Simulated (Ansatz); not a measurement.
Crystal: Zr.

```
Zr
1.0
     3.23200    0.00000    0.00000
    -1.61600    2.79899    0.00000
     0.00000    0.00000    5.14700
Zr
2
Direct
  0.66667 0.33333 0.75000
  0.33333 0.66667 0.25000
```

Program: Ansatz 0.2.0. Alike in all runs: potentials or basis Ansatz PAW; cell as given. Hardware: 2 threads of Intel(R) Xeon(R) Processor @ 2.50GHz (Skylake/Cascade Lake), with other jobs on the host.

Problem. Order these runs on this cell by their wall time, lowest first.
A. task band structure; level BLYP; spin off; k mesh 9 × 9 × 5; cutoff (eV) 420; smearing fermi-dirac 0.05 eV; points for each segment of the path 14
B. task single point; level RPBE; spin off; k mesh 9 × 9 × 5; cutoff (eV) 420; smearing gaussian 0.1 eV
C. task band structure; level r2SCAN; spin off; k mesh 9 × 9 × 5; cutoff (eV) 500; smearing fermi-dirac 0.05 eV; points for each segment of the path 14
D. task band structure; level r2SCAN; spin SOC, no magnetisation; k mesh 7 × 7 × 4; cutoff (eV) 500; smearing fermi-dirac 0.05 eV; points for each segment of the path 14

Solution. B (1.9 s), A (3.9 s), C (8.3 s), D (46 s).

Runs at the PBE level aren't shown here.
